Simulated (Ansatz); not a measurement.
## SiO2: do the settings matter for the field gradients?

This input was run with Ansatz:

```yaml
crystal:
  lattice:
    - [4.993, 0.0, 0.0]
    - [0.0, 4.993, 0.0]
    - [0.0, 0.0, 7.005]
  atoms:
    - { symbol: Si, position: [0.29665, 0.29665, 0.0] }
    - { symbol: Si, position: [0.20335, 0.79665, 0.25] }
    - { symbol: Si, position: [0.70335, 0.70335, 0.5] }
    - { symbol: Si, position: [0.79665, 0.20335, 0.75] }
    - { symbol: O, position: [0.2406, 0.0966, 0.17468] }
    - { symbol: O, position: [0.4034, 0.7406, 0.42468] }
    - { symbol: O, position: [0.7594, 0.9034, 0.67468] }
    - { symbol: O, position: [0.5966, 0.2594, 0.92468] }
    - { symbol: O, position: [0.7406, 0.4034, 0.57532] }
    - { symbol: O, position: [0.9034, 0.7594, 0.32532] }
    - { symbol: O, position: [0.2594, 0.5966, 0.07532] }
    - { symbol: O, position: [0.0966, 0.2406, 0.82532] }
kpoints:
  mp_grid: { grid: [6, 6, 4] }
scf:
  occupations: { method: fermi_dirac, width: 0.02 }
hamiltonian:
  xc: pbe
  pseudopotentials: { kind: paw }
output:
  forces: true
  stress: true
  populations: true
  efg: { quadrupole_moments_barn: { O: -0.02558 }, contact_densities: true }
  write_density: true
  write_potential: true
  elf: true
  volumetric_format: npy
```

It converged. Of its output the block on the nuclei alone is shown, without the SCF iterations, energies, forces and stress (one atom of each set):

```
--- PAW observables at the nuclei: V_zz in 10²¹ V/m², potentials from the cell's mean, atoms counted from 1 ---
  atom   1  Si V_zz =    -0.470647   η = 0.8528   by run symmetry: allowed
            electrostatic potential = -1353.718498 V   contact ρ = 12801.132978 e/Å³
  atom   5  O  V_zz =    +9.178885   η = 0.1139   by run symmetry: allowed   C_q = -5.6773 MHz
            electrostatic potential = -617.922022 V   contact ρ = 2153.279210 e/Å³
```

Task: Can these gradients be trusted, and how do they compare with a run on standard settings?

Result: They agree with the standard run. Against the standard input the change is `kpoints.mp_grid.grid`: [5, 5, 3] → [6, 6, 4]. A site carries the number of its first atom; V_zz in 10²¹ V/m².

```
site  V_zz standard  η standard  V_zz here  η here
  Si          -0.47        0.85      -0.47    0.85
   O           9.18        0.11       9.18    0.11
```

All printed values agree. SCF iterations: 6 and 6.

On the reference run: The calculated pressure of 8 GPa (PBE) comes largely from the unrelaxed atoms: it is 0.9 GPa once they are relaxed in the same cell. The largest force is 0.5 eV/Å, so the atoms aren't at the calculated equilibrium and relaxing them would move these values.
